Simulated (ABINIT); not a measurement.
Crystal: CoO.

```xyz
2
Lattice="0.0000 2.1315 2.1315 2.1315 0.0000 2.1315 2.1315 2.1315 0.0000" Properties=species:S:1:pos:R:3 pbc="T T T"
Co    0.0000    0.0000    0.0000
O     2.1315    2.1315    2.1315
```

Base run:

| Item | Value |
| --- | --- |
| Program | ABINIT 10.8.3 (patched build) |
| Functional | PBE |
| Potentials or basis | PseudoDojo NC SR PBE v0.4.1 standard |
| Cutoff | 1252 eV |
| k mesh | 8 × 8 × 8, with 4 shifts |
| Occupations | fermi-dirac, width 0.05 eV |
| Spin | collinear spin, ferromagnetic start |
| Starting moments | [2.0, 0.0] μB |

Its results: pressure -2.1 GPa; net moment 2.99 μB per cell; site moments Co +2.60; O +0.36 μB.

**Question.** The run is repeated on the same cell with these changes: functional from PBE to LDA; potentials or basis from PseudoDojo NC SR PBE v0.4.1 standard to PseudoDojo NC SR LDA v0.4 stringent; cutoff from 1252 eV to 1306 eV. What comes out?

**Answer.** Pressure -21.5 GPa; net moment 2.84 μB per cell; site moments Co +2.44; O +0.35 μB.

Caveats: a cell with one magnetic atom can't hold antiferromagnetic order, which such compounds often take; so large a pressure means that the cell lies far from this level's equilibrium, or that cutoff or potentials fall short (some runs).

Not every run made on this cell is shown here.
